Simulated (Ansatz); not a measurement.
Level of theory: DFT PBE, scalar-relativistic, plane waves, PAW in Ansatz.

Settings: cutoff 420 eV, Γ-centred mesh 16×16×4 on the computed 4-atom cell, Gaussian smearing of 0.10 eV; no spin polarisation.

Structure with the computed forces (eV/Å) in the last three columns:

```xyz
4
Lattice="3.0615 0.0000 0.0000 -1.5308 2.4120 0.0946 0.0000 0.3679 10.2857" Properties=species:S:1:pos:R:3:forces:R:3 pbc="T T T" pressure_GPa=0.97
Li   -0.2338    0.0000    0.0000    0.0870    0.0000    0.0000
Li    0.2073    1.8829    2.6647   -0.0690   -0.0090   -0.0220
Li   -0.1808    0.1839    5.1428    0.0510    0.0000    0.0000
Li    1.7381    0.8970    7.7156   -0.0690    0.0090    0.0220
```

Stress tensor (GPa, compression positive):

```
 0.91  0.00  0.00
 0.00  2.09 -0.01
 0.00 -0.01 -0.08
```

This form isn't the element's structure at ambient conditions.